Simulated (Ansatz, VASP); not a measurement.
AlRu: VASP beside Ansatz

INCAR

```
PREC = Accurate
ENCUT = 600
EDIFF = 1E-6
ISMEAR = -1
SIGMA = 0.05
LREAL = F
LASPH = T
NELM = 60
ALGO = Normal
ISIF = 3
LWAVE = F
LCHARG = F
IBRION = 2
NSW = 60
EDIFFG = -0.005
```

KPOINTS

```
regular mesh
0
Gamma
  14 14 14
```

File POSCAR:

```
AlRu
1.0
    0.0000000000      2.5359338295      2.5359338295
    2.5359338295      0.0000000000      2.5359338295
    2.5359338295      2.5359338295      0.0000000000
Ru Al
1 1
Direct
    0.0000000000      0.0000000000      0.0000000000
    0.5000000000      0.5000000000      0.5000000000
```

Input for Ansatz:

```yaml
crystal:
  lattice:
    - [0.0, 2.5359338295, 2.5359338295]
    - [2.5359338295, 0.0, 2.5359338295]
    - [2.5359338295, 2.5359338295, 0.0]
  atoms:
    - { symbol: Ru, position: [0.0, 0.0, 0.0] }
    - { symbol: Al, position: [0.5, 0.5, 0.5] }
kpoints:
  mp_grid: { grid: [14, 14, 14] }
scf:
  occupations: { method: fermi_dirac, width: 0.05 }
hamiltonian:
  xc: lda
  pseudopotentials: { kind: paw }
output:
  forces: true
  stress: true
relax:
  f_tol: 0.005
  max_steps: 40
  cell: {}
```

Alike in both runs: task relaxation of cell and atoms; functional LDA; k mesh 14 × 14 × 14; occupations fermi-dirac, width 0.05 eV; no spin polarisation.

|  | VASP | Ansatz |
| --- | --- | --- |
| version | VASP 6.6.1 | Ansatz 0.2.0 |
| potentials or method | VASP PAW LDA potentials, release 64 (Ru_pv, Al) | PAW with Ansatz's default frozen-core files, scalar-relativistic |
| plane-wave cutoff (eV) | 600 | 420 |
| valence electrons in the cell | 17 | 19 |

|  | VASP | Ansatz | Ansatz less VASP |
| --- | --- | --- | --- |
| relaxed volume (Å³/atom) | 14.65 | 14.61 | -0.040 |
| relaxed cell length with the largest relative difference (Å) | 3.461 | 3.458 | -0.0031 |
| energy change over the relaxation (meV/atom) | -80 | -84 | -3.5 |

The two sets of potentials don't hold the same shells in valence.
